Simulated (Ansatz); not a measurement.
## I under changes of volume

One of the cells (40.553 Å³/atom); the others are scaled copies at fixed shape and fractional positions:

```
CELL_PARAMETERS angstrom
0.00000 2.36560 3.90984
2.19225 0.00000 3.90984
2.19225 2.36560 0.00000
ATOMIC_POSITIONS crystal
I 0.00000 0.00000 0.00000
```

* Program: Ansatz 0.2.0
* Functional: BLYP
* Potentials or basis: Ansatz PAW
* Cutoff: 420 eV (not typed: the program's choice for these potentials)
* k mesh: 9 × 9 × 9
* Occupations: fermi-dirac, width 0.05 eV
* Spin: no spin polarisation

| volume (Å³/atom) | energy over the lowest point (meV/atom) | pressure (GPa) |
| --- | --- | --- |
| 38.120 | ? | ? |
| 38.931 | 70.25 | 4.5 |
| 39.742 | 49.65 | 3.7 |
| 40.553 | 32.69 | 3.0 |
| 41.364 | 18.98 | 2.4 |
| 42.175 | 8.19 | 1.9 |
| 42.986 | 0.00 | 1.4 |

Problem. What does the run at 38.120 Å³/atom give?

Solution. Energy over the lowest point 94.93 meV/atom; pressure 5.3 GPa.

Worked out: A Birch-Murnaghan fit of order 3 (a polynomial in V^(-2/3)) to the other rows has no minimum within the range. It gives 94.92 meV/atom at 38.120 Å³/atom, against the run's 94.93, and -dE/dV = 5.3 GPa, against 5.3.

Energies are extrapolated to zero smearing.

Caveats: an odd number of electrons without spin polarisation forces a metal; a magnetic or distorted state may lie lower; the PAW data sets come from PBE, with cores solved anew for the run's functional, which leaves a small shift of forces and pressure.
